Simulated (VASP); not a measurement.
Input of a VASP 6.6.1 run:

Contents of INCAR:

```
ALGO = Fast
EDIFF = 1E-6
ENCUT = 520
GGA = PE
ISIF = 2
ISMEAR = 0
LASPH = T
LCHARG = F
LREAL = Auto
LWAVE = F
NBANDS = 174
NELM = 100
PREC = Accurate
SIGMA = 0.1
```

Contents of KPOINTS:

```
k-points
0
Gamma
  3 3 1
```

Contents of POSCAR:

```
Cu
1.0
    7.7003928471      0.0000000000      0.0000000000
    0.0000000000      7.7003928471      0.0000000000
    0.0000000000      0.0000000000     15.6300000000
Cu
28
Direct
    0.0000000000      0.0000000000      0.3838771600
    0.3333333300      0.0000000000      0.3838771600
    0.6666666700      0.0000000000      0.3838771600
    0.0000000000      0.3333333300      0.3838771600
    0.3333333300      0.3333333300      0.3838771600
    0.6666666700      0.3333333300      0.3838771600
    0.0000000000      0.6666666700      0.3838771600
    0.3333333300      0.6666666700      0.3838771600
    0.6666666700      0.6666666700      0.3838771600
    0.1666903027      0.1666784998      0.4963409586
    0.4988513875      0.1666709853      0.4964056231
    0.8345382430      0.1666685566      0.4964303887
    0.1666740974      0.4988377631      0.4964117270
    0.4992644877      0.4992729636      0.4963841070
    0.8340945022      0.4992134984      0.4964294697
    0.1666716728      0.8345237922      0.4964241457
    0.4992323548      0.8340755761      0.4964075314
    0.8341173260      0.8341257228      0.4964501913
   -0.0027660082     -0.0027641358      0.6116732770
    0.3361727237     -0.0028473512      0.6116151721
    0.6666778309      0.0008370835      0.6090744296
   -0.0028020908      0.3361285990      0.6116455034
    0.3362305934      0.3362336255      0.6115818892
    0.6666873894      0.3325237237      0.6090614333
    0.0008512291      0.6666698440      0.6090810527
    0.3325369303      0.6666794104      0.6090552330
    0.6667041937      0.6666854702      0.6077195739
    0.1669165676      0.1667898254      0.7116485951
```

Potentials or basis: VASP PAW PBE potentials, release 64 (Cu).

Launch:

```sh
$ cat potpaw_PBE.64/Cu/POTCAR > POTCAR
$ mpirun -np 1 vasp_std > vasp.out
```

Problem. Predict the largest force.

Solution. 0.041 eV/Å.

Problem. What does it give for the band gap on the k mesh?

Solution. None (metal or under the smearing width).

Forces on the atoms (eV/Å):
```
Cu  -0.014 -0.014  0.000
Cu   0.014 -0.014  0.000
Cu   0.001 -0.002 -0.038
Cu  -0.014  0.014  0.000
Cu   0.014  0.014 -0.001
Cu   0.001  0.002 -0.039
Cu  -0.003  0.000 -0.037
Cu   0.001  0.000 -0.039
Cu   0.002  0.001  0.001
Cu  -0.001  0.000  0.004
Cu  -0.006  0.000 -0.005
Cu   0.006 -0.001 -0.007
Cu  -0.001 -0.006 -0.006
Cu   0.000 -0.001 -0.002
Cu   0.002  0.001 -0.005
Cu  -0.001  0.006 -0.006
Cu   0.001  0.002 -0.004
Cu   0.001  0.000 -0.006
Cu  -0.012 -0.013  0.010
Cu   0.013 -0.011  0.011
Cu   0.000  0.000  0.020
Cu  -0.011  0.013  0.010
Cu   0.011  0.010  0.012
Cu   0.000  0.000  0.021
Cu   0.000  0.000  0.020
Cu   0.000  0.000  0.021
Cu  -0.001 -0.001  0.024
Cu  -0.002 -0.001  0.041
```
